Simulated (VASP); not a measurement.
## TePb: elastic constants with PBEsol

TePb:

```
Te Pb
1.0
     0.00000    3.22185    3.22185
     3.22185    0.00000    3.22185
     3.22185    3.22185    0.00000
Te Pb
1 1
Direct
  0.50000 0.50000 0.50000
  0.00000 0.00000 0.00000
```

```yaml
Program: VASP 6.6.1
Task: elastic constants
Functional: PBEsol
Potentials_or_basis: VASP PAW PBE potentials, release 64 (Te, Pb_d)
Cutoff: 600 eV
k_mesh: 8 × 8 × 8
Occupations: gaussian, width 0.03 eV
Spin: no spin polarisation
Ions_in_elastic_constants: relaxed
Further_INCAR_settings: ALGO = Fast; EDIFF = 1e-08; IBRION = 6; POTIM = 0.015; NSW = 1; ISIF = 3
```

```
Elastic constants C11, C12, C44                         : 126, 5, 15 GPa
Voigt bulk modulus                                      : 45 GPa
Highest phonon frequency at Γ, LO-TO splitting left out : 42 cm⁻¹
```

Phonon frequencies in cm⁻¹ (negative: imaginary):
```csv
q point,frequencies
"(0.000, 0.000, 0.000)",0 0 0 42 42 42
```

Elastic tensor in Voigt notation (GPa, in the Cartesian axes of the cell as first typed):
```
126   5   5   0   0   0
  5 126   5   0   0   0
  5   5 126   0   0   0
  0   0   0  15   0   0
  0   0   0   0  15   0
  0   0   0   0   0  15
```

Clamped-ion elastic tensor (GPa):
```
126   5   5   0   0   0
  5 126   5   0   0   0
  5   5 126   0   0   0
  0   0   0  15   0   0
  0   0   0   0  15   0
  0   0   0   0   0  15
```

It took 23 min on 1 thread of Intel(R) Xeon(R) Platinum 8488C (Sapphire Rapids), with other jobs on the host, peak memory 0.45 GiB.

Caveat: the PAW data sets were made with another functional, which shifts forces and pressure a little. The run has no spin-orbit coupling, so splittings on Pb, Te are missing.
